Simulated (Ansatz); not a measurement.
## Slab of fcc Ir (111), 5 layers

The slab is cut from the fcc crystal, the stable phase, as relaxed on PAW files (14.51 Å³/atom), with 16 Å of vacuum and a dipole correction:

```yaml
crystal:
  lattice:
    - [2.73803, 0.00000, 0.00000]
    - [-1.36901, 2.37120, 0.00000]
    - [0.00000, 0.00000, 24.94240]
  atoms:
    - { symbol: Ir, position: [0.83333, 0.16667, 0.32074] }
    - { symbol: Ir, position: [0.16667, 0.83333, 0.41037] }
    - { symbol: Ir, position: [0.50000, 0.50000, 0.50000] }
    - { symbol: Ir, position: [0.83333, 0.16667, 0.58963] }
    - { symbol: Ir, position: [0.16667, 0.83333, 0.67926] }
```

Computed with Ansatz 0.2.0; functional PBE, scalar-relativistic. Settings: a Γ-centred 15×15×1 k mesh, Fermi–Dirac smearing of 0.1 eV, no spin polarisation. Methods: LAPW: all electrons, basis error target 1 meV/atom; PAW: frozen-core files, cutoff 420 eV.

The bulk energy comes from a cell in the slab's orientation on a 15×15×6 mesh. The surface energy is (E(slab) − N·E(bulk))/2A at zero smearing, the mean of both faces; thin slabs carry quantum-size effects.

Spin–orbit coupling is left out, which matters for the heavy atoms. The cell is 1×1, so reconstructions are forbidden, and in slabs of four or five layers the relaxations can be far larger than at a real surface.

Question: As cut, the LAPW slab lies 1.898 eV above 5 atoms of bulk. What surface energy is that?

Answer: Over two faces of 6.49 Å² it is 146.2 meV/Å², and times 16.02 J/m² per eV/Å² that gives γ = 2.342 J/m².

Question: What do relaxation and the other method give, and what work function comes out?

Answer: 

```csv
method,γ as cut (J/m²),γ relaxed (J/m²),Φ as cut (eV),Φ relaxed (eV)
LAPW,2.342,2.311,5.54,5.52
PAW,2.341,2.309,5.53,5.52
```

Question: How do the spacings between the planes relax?

Answer: From the bottom face up: d12 -2.1 % of 2.236 Å, d23 -0.3 % of 2.236 Å, d34 -0.3 % of 2.236 Å, d45 -2.1 % of 2.236 Å.

Question: What changes if the vacuum is set to 11 Å?

Answer: LAPW then gives: no gap, work function 5.51 eV; PAW: no gap, work function 5.51 eV. The program warns that the vacuum is too thin.

Question: A field of 0.2 V/Å is applied along the normal, atoms held. What follows?

Answer: LAPW finds an induced dipole of 0.0872 e·Å a cell (PAW 0.0872), that is 12.15 Å for 4πα over the area, against 8.84 Å between the outer atoms.

Question: A 4f core hole is made on one atom of each kind in every 1×1 cell (PAW hole dataset, neutral cell, valence without spin). What does it cost by layer?

Answer: layer 1 61.02 eV, layer 2 61.60 eV, layer 3 61.61 eV. Shifts between layers mean more than the absolute values, and a whole layer of holes screens otherwise than one hole.
